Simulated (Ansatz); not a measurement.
Tetradymite Sb2Te3, treated with r²SCAN-D4 in Ansatz (plane waves, PAW).

Give the computed interlayer binding energy, layer repeat distance and gap between the layers.


* **interlayer binding energy**: 16.7 meV/Å²
* **layer repeat distance**: 10.370 Å
* **gap between the layers**: 3.028 Å

Spin–orbit coupling is not included.

The computed numbers hold no vibrational or temperature effects.

The result took roughly 9 core-minutes.

Ansatz is a quantum-chemistry and plane-wave program.
